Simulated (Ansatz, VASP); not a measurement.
## TiTe2: VASP beside Ansatz

The input INCAR:

```
  ALGO = Normal
  EDIFF = 1E-7
  ENCUT = 520
  GGA = PE
  ISIF = 2
  ISMEAR = -1
  LASPH = T
  LCHARG = F
  LREAL = F
  LWAVE = F
  NBANDS = 19
  NELM = 100
  PREC = Accurate
  SIGMA = 0.05
```

Contents of KPOINTS:

```
k-points
0
Gamma
  8 8 4
```

POSCAR

```
TiTe2
1.0
    3.6998967326      0.0000000000      0.0000000000
   -1.8499483663      3.2042045618      0.0000000000
    0.0000000000      0.0000000000      6.3653505344
Te Ti
2 1
Direct
    0.3333333333      0.6666666667      0.7372000000
    0.6666666667      0.3333333333      0.2628000000
    0.0000000000      0.0000000000      0.0000000000
```

Contents of input.yaml:

```yaml
crystal:
  lattice:
    - [3.6998967326, 0.0, 0.0]
    - [-1.8499483663, 3.2042045618, 0.0]
    - [0.0, 0.0, 6.3653505344]
  atoms:
    - { symbol: Te, position: [0.3333333333, 0.6666666667, 0.7372] }
    - { symbol: Te, position: [0.6666666667, 0.3333333333, 0.2628] }
    - { symbol: Ti, position: [0.0, 0.0, 0.0] }
kpoints:
  mp_grid: { grid: [8, 8, 4] }
scf:
  occupations: { method: fermi_dirac, width: 0.05 }
hamiltonian:
  xc: pbe
  pseudopotentials: { kind: all_electron, lapw: { basis_error: 0.001 } }
output:
  forces: true
  stress: true
  eigenvalues: true
```

Change from the starting cell: volume scaled by 0.94.

Alike in both runs: task single point; functional PBE; k mesh 8 × 8 × 4; occupations fermi-dirac, width 0.05 eV; no spin polarisation.

|  | VASP | Ansatz |
| --- | --- | --- |
| version | VASP 6.6.1 | Ansatz 0.2.0 |
| potentials or method | VASP PAW PBE potentials, release 64 (Te, Ti_sv) | all-electron LAPW, scalar-relativistic |
| plane-wave cutoff (eV) | 520 | see its input |

```csv
,VASP,Ansatz,Ansatz less VASP
gap on the k mesh at the Fermi level (eV),none,none,-
pressure (GPa),5.5,5.5,+0.03
largest component of the traceless stress (GPa),0.70,0.70,-0.003
rms of the force components (eV/Å),0.277,0.273,-0.0046
```

Atom by atom the forces differ by 0.005 eV/Å (rms over components). A gap of «none» marks a metal or a gap that the smearing closes. Ansatz ran all-electron here, so the differences hold the error of VASP's frozen core and of both bases.

Caveats: this functional lacks dispersion, which binds the layers, so the pressure and a relaxed spacing across them are unreliable. Spin-orbit coupling is left out, which matters for the levels of Te.
